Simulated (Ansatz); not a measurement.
## TiO2 under changes of volume

One of the cells (11.711 Å³/atom); the others are scaled copies at fixed shape and fractional positions:

```
Ti O
1.0
     2.70603   -2.70666    0.00000
     2.70603    2.70666    0.00000
    -2.63353    0.00000    4.79664
Ti O
2 4
Direct
  0.86589 0.13411 0.75000
  0.13411 0.86589 0.25000
  0.08876 0.33122 0.16715
  0.91124 0.66878 0.83285
  0.66878 0.91124 0.33285
  0.33122 0.08876 0.66715
```

The cell is a database's computed one.

* Program: Ansatz 0.2.0
* Functional: PBE
* Potentials or basis: Ansatz PAW
* Cutoff: 420 eV (not typed: the program's choice for these potentials)
* k mesh: 8 × 8 × 6
* Occupations: fermi-dirac, width 0.05 eV
* Spin: no spin polarisation

```tsv
volume (Å³/atom)	energy over the lowest point (meV/atom)	pressure (GPa)	gap on the mesh (eV)	largest force (eV/Å)
11.008	?	?	?	?
11.242	7.68	7.2	2.17	0.115
11.476	0.58	2.6	2.12	0.074
11.711	0.00	-1.7	2.07	0.128
11.945	5.23	-5.4	2.03	0.235
12.179	15.74	-8.9	1.98	0.335
12.413	30.95	-11.9	1.94	0.428
```

Task: What does the run at 11.008 Å³/atom give?

Result: Energy over the lowest point 22.02 meV/atom; pressure 12.4 GPa; gap on the mesh 2.22 eV; largest force 0.249 eV/Å.

Worked out: A Birch-Murnaghan fit of order 3 (a polynomial in V^(-2/3)) to the other rows has its minimum at 11.62 Å³/atom with B0 = V·E''(V) = 207 GPa and B' = 4.3 at fixed shape and positions, which overstates the stiffness. It gives 21.99 meV/atom at 11.008 Å³/atom, against the run's 22.02, and -dE/dV = 12.5 GPa, against 12.4. A straight line through the other rows of the gap, of slope -2.32 eV per unit of ln V, extrapolates to 2.22 eV, against the run's 2.22.

Energies are extrapolated to zero smearing.

A mesh can miss the band edges.
